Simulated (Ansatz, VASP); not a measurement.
**One calculation of AlN, two programs**

```
Al N
1.0
     3.15040    0.00000    0.00000
    -1.57520    2.72833    0.00000
     0.00000    0.00000    4.54810
Al N
2 2
Cartesian
  0.0000 1.8189 -0.0578
  1.5752 0.9094 2.2162
  0.0000 1.8189 1.8088
  1.5752 0.9094 4.0829
```

Alike in both runs: functional LDA; k mesh 9 × 9 × 6; occupations gaussian, width 0.05 eV; no spin polarisation.

Ansatz relaxed the structure, and its values are those at the end. VASP's run is a single point on that final structure, the one shown.

```csv
,VASP,Ansatz
version,VASP 6.6.1,Ansatz 0.2.0
potentials or method,"VASP PAW LDA potentials, release 64 (Al, N)","scalar-relativistic, plane waves, PAW"
plane-wave cutoff (eV),520,520
valence electrons in the cell,16,16
```

Ansatz gave:

```
gap on the k mesh at the Fermi level (eV) : 4.06
least direct gap on the mesh (eV)         : 4.06
pressure (GPa)                            : 6.5
rms of the force components (eV/Å)        : 0.000
```

Problem. Which values does VASP return?

Solution. gap on the k mesh at the Fermi level (eV): 4.07; least direct gap on the mesh (eV): 4.07; pressure (GPa): 7.3; rms of the force components (eV/Å): 0.009.

Ansatz warned: «pseudo_functional_mismatch».

Caveats: an odd mesh through Γ misses points on the zone boundary, where band edges often lie.
